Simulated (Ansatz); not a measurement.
Input and command of a calculation in Ansatz (plane waves; scalar-relativistic PAW potentials unless the input names others):

```yaml
crystal:
  lattice:
    - [10.8489660756, -0.1047121136, 0.0917467102]
    - [-5.5151663883, 9.4428881883, -0.1465480506]
    - [0.0369162844, -0.046775364, 4.2315346313]
  atoms:
    - { symbol: Sr, position: [0.0, 0.0, 0.0] }
basis:
  ecutwfc: 420
  precision: f64
kpoints:
  mp_grid: { grid: [6, 6, 8], shift: [0.5, 0.5, 0.5] }
hamiltonian:
  xc: pbesol
scf:
  occupations: { method: gaussian, width: 0.05 }
  eigensolver: { kind: davidson }
output:
  forces: true
  eigenvalues: true
  stress: true
```

```bash
ansatz run input.yaml --threads 1 --pin off --max-ram 1331MiB --backend cpu --events-out ev --progress --plain --runs-dir out
```

Abridged log:
```
Pseudopotentials: kind: paw
Pseudopotential: Sr, paw, valence charge 10, recommended cutoff 420 eV (normal)
Functional definition: PBEsol
Crystal: 1 atom, lattice volume = 430.976 Å³
Basis set: ecut = 420 eV, 8405 PW (Γ), exchange–correlation on 150×150×60 points (8 copies of the dense FFT grid, shifted against one another)
Bands: 9, of which v1, the nominal top of the filled ones, is band 5 counted from 1 (4 counted from 0)
Symmetry: 2 space group operations
Space group: P-1 (ITA 2), of the structure as read, at distance tolerance 7.6e-5 Å
k-points: 144 of 288
Initial density: superposition of atomic densities (neutral atoms: chi_scale 0, normalization atom), corrected by the library's trained network
Initial wavefunctions: pseudopotential atomic-orbital guess
Functional: x = pbesol(κ = 0.804, μ = 0.12345679), c = pbesol(β = 0.046)
SCF iter   1: F=—  HF=-3490.680154 eV  |F-HF|=—  |Δ(HF+E_count)|=         —  Δρ=6.45e-4  dr2=3.55e-3  ethr=1.77e-3  ⟨swp⟩=13.1  Hψ=8972  notcnv=0
SCF iter   2: F=—  HF=-3490.680230 eV  |F-HF|=—  |Δ(HF+E_count)|=   7.54e-5  Δρ=3.07e-4  dr2=7.17e-4  ethr=3.55e-5  ⟨swp⟩=4.2  Hψ=3208  notcnv=0  defer=112
SCF iter   3: F=—  HF=-3490.680379 eV  |F-HF|=—  |Δ(HF+E_count)|=   1.49e-4  Δρ=4.42e-5  dr2=1.71e-5  ethr=1.77e-7  ⟨swp⟩=3.6  Hψ=5132  notcnv=0  defer=15
SCF iter   4: F=—  HF=-3490.680393 eV  |F-HF|=—  |Δ(HF+E_count)|=   1.41e-5  Δρ=8.80e-6  dr2=1.03e-6  ethr=1.71e-7  ⟨swp⟩=3.1  Hψ=2226  notcnv=0  defer=12
SCF iter   5: F=-3490.680394 eV  HF=-3490.680394 eV  |F-HF|=4.73e-8  |Δ(HF+E_count)|=   4.51e-7  Δρ=2.37e-6  dr2=7.89e-8  ethr=1.03e-8  ⟨swp⟩=3.7  Hψ=2308  notcnv=0  defer=10
SCF iter   6: F=-3490.680394 eV  HF=-3490.680394 eV  |F-HF|=2.06e-9  |Δ(HF+E_count)|=   5.97e-8  Δρ=3.10e-7  dr2=5.45e-10  ethr=7.89e-10  ⟨swp⟩=3.6  Hψ=2288  notcnv=0  defer=13
the search or the solves at the SCF's close seem to have found levels that the self-consistency loop had missed (the run counts 1). By its estimate they hold under 1e-12 electrons; where the run keeps them, the occupations were computed again with them
SCF 1 converged in 6 iterations: F = -3490.680394 eV  dr2 = 5.45e-10
  Residual-converged pass: ⟨swp⟩=4.7  Hψ=3018  notcnv=0  max |occ|·‖R‖ = 6.7e-6 eV (tolerance 6.7e-6 eV) dr2=5.57e-10  dr2_onsite=2.39e-11  max |Δocc| = 9.2e-19
SCF converged after 6 iterations
Free energy (F): -3490.680394 eV
Harris-Foulkes:  -3490.680394 eV  (|F-HF|=2.06e-9)
Internal energy: -3490.680394 eV  (E = F + TS)
E sigma→0 (E₀):  -3490.680394 eV
Fermi energy:    -1.062356 eV
--- Forces (eV/Å), atoms counted from 1 ---
  atom   1  Sr     0.00000000     0.00000000     0.00000000
--- Stress (GPa, compression-positive) ---
       -0.000993      -0.000073       0.002065
       -0.000073      -0.000991      -0.002617
        0.002065      -0.002617       0.235634
  P = ⅓ Tr σ = 0.0779 GPa (0.779 kbar)
```

Apart from outputs and empty bands, the input differs from a reference run on usual settings in kpoints.mp_grid.shift: not typed → [0.5, 0.5, 0.5]; scf.eigensolver.kind: not typed → "davidson"; basis.precision: not typed → "f64". The reference, at the same geometry, gave pressure 0.10 GPa, largest force 0.000 eV/Å, gap on the mesh 0.24 eV. This run converged in 6 SCF iterations (reference: 7) with an energy at zero smearing 28.25 meV/atom below the reference's, pressure 0.08 GPa, largest force 0.000 eV/Å, gap on the mesh 0.57 eV.